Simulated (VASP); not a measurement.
# Ge: single point with PBE

**The experiment to reproduce.**

“Electronic and optical properties of SixGe1-x-ySny alloys lattice-matched to Ge”, 2021, arxiv:2109.02782 reports, for a bulk crystal of Ge at 293 K: band gap 0.666 eV (indirect).

Ge:

```
Ge
1.0
     0.00000    2.82891    2.82891
     2.82891    0.00000    2.82891
     2.82891    2.82891    0.00000
Ge
2
Direct
  0.75000 0.75000 0.75000
  0.50000 0.50000 0.50000
```

| Quantity | Value |
| --- | --- |
| Program | VASP 6.6.1 |
| Task | single point |
| Functional | PBE |
| Potentials or basis | VASP PAW PBE potentials, release 64 (Ge_d) |
| Cutoff | 520 eV |
| k mesh | 8 × 8 × 8 |
| Occupations | gaussian, width 0.024 eV |
| Spin | no spin polarisation |

```yaml
Pressure: 3.5 GPa
Band_gap_on_the_k_mesh: 0.03 eV, direct
```

Levels at points of the mesh, in eV from the valence-band top:
```
           k point  band 11  band 12  band 13  band 14  band 15  band 16  band 17  band 18
(0.00, 0.00, 0.00)   -12.77     0.00     0.00     0.00     0.03     2.55     2.55     2.55
(0.50, 0.00, 0.00)   -10.68    -7.60    -1.41    -1.41     0.18     3.75     3.75     7.13
(0.50, 0.50, 0.00)    -8.89    -8.89    -3.07    -3.07     0.75     0.75     9.52     9.52
```

It took 11 s on 1 thread of Intel(R) Xeon(R) 6975P-C (Granite Rapids), on a shared host, peak memory 0.16 GiB.

A measured gap of Ge is 0.666 eV (indirect; 293 K; “Electronic and optical properties of SixGe1-x-ySny alloys lattice-matched to Ge”, 2021, arxiv:2109.02782); the calculated 0.03 eV misses it by -0.63 eV. 3 values of this kind are on record (0.666 to 0.807 eV); this one was drawn at random among those near their median. Spin-orbit coupling on Ge is left out. The value is that of PBE on a finite k mesh, which can miss the band edges, without temperature or zero-point motion. Semilocal functionals fall short of measured gaps as a rule.
